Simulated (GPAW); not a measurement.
The system is Sn.

```
Sn
1.0
    -2.02919    2.02919    1.66076
     2.02919   -2.02919    1.66076
     2.02919    2.02919   -1.66076
Sn
1
Direct
  0.00000 0.00000 0.00000
```

This isn't the form of Sn at room conditions, which is tetragonal (white tin).

| Item | Value |
| --- | --- |
| Program | GPAW 26.7.0 |
| Task | single point |
| Functional | PBEsol |
| Potentials or basis | PAW data sets generated in the run's folder for this functional |
| Cutoff | 600 eV |
| Basis | pw |
| k mesh | 10 × 10 × 10 |
| Occupations | fermi-dirac, width 0.05 eV |
| Spin | no spin polarisation |

On this cell: pressure -2.2 GPa; band gap on the k mesh none (metal or under the smearing width).

The same run follows on a disturbed copy (cell strained at random at fixed volume):

```xyz
1
Lattice="-1.9692 2.0562 1.6220 2.0445 -2.0389 1.6929 1.9785 2.0482 -1.6008" Properties=species:S:1:pos:R:3 pbc="T T T"
Sn   -0.0150    0.0132    0.0161
```

What does the disturbed cell give?

The energy (extrapolated to zero smearing) moves by +1.3 meV/atom; pressure -2.0 GPa; band gap on the k mesh none (metal or under the smearing width).

Stress tensor (GPa, compression positive):
```
-2.44 -0.17 -0.26
-0.17 -2.30 -0.08
-0.26 -0.08 -1.14
```
